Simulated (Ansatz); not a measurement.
# TiCo: the cost of one run

Program: Ansatz 0.2.0. Level of theory: DFT PBEsol, scalar-relativistic, plane waves, PAW. These are calculated values, not measurements.

### 1 The starting structure

Symmetry: Pm-3m, No. 221, cubic system. The conventional cell has a = 2.986 Å, b = 2.986 Å, c = 2.986 Å, α = 90.00°, β = 90.00°, γ = 90.00°. Ti (site symmetry m-3m) has 8 Co at 2.59 Å as nearest neighbours. Co (site symmetry m-3m) has 8 Ti at 2.59 Å as nearest neighbours.

Structure file:

```
CELL_PARAMETERS angstrom
2.98611 0.00000 0.00000
0.00000 2.98611 0.00000
0.00000 0.00000 2.98611
ATOMIC_POSITIONS crystal
Ti 0.00000 0.00000 0.00000
Co 0.50000 0.50000 0.50000
```

The structure comes from the Materials Project (structure only).

### 2 Quick check of gap, pressure and forces

input.yaml reads:

```yaml
crystal:
  lattice:
    - [2.98611099, 0.0, 0.0]
    - [0.0, 2.98611099, 0.0]
    - [0.0, 0.0, 2.98611099]
  atoms:
    - { symbol: Ti, position: [0.0, 0.0, 0.0], spin: -1.0 }
    - { symbol: Co, position: [0.5, 0.5, 0.5], spin: 3.0 }
basis:
  ecutwfc: 420
kpoints:
  mp_grid: { grid: [6, 6, 6] }
hamiltonian:
  xc: pbesol
scf:
  occupations: { method: gaussian, width: 0.1 }
  lower_state_search: "off"
output:
  forces: true
  stress: true
  eigenvalues: true
  populations: true
magnetization:
  spin_polarized: true
```

The run is started by

```console
$ ansatz run input.yaml --threads 1 --pin off --max-ram 2560MiB --backend cpu --events-out ev --progress --plain --runs-dir out
```

**Question.** How long does this run take on 1 thread of Intel Xeon 6975P-C (Granite Rapids), shared host, and how much memory does it need?

About 2 s, with a peak of 0.33 GiB.
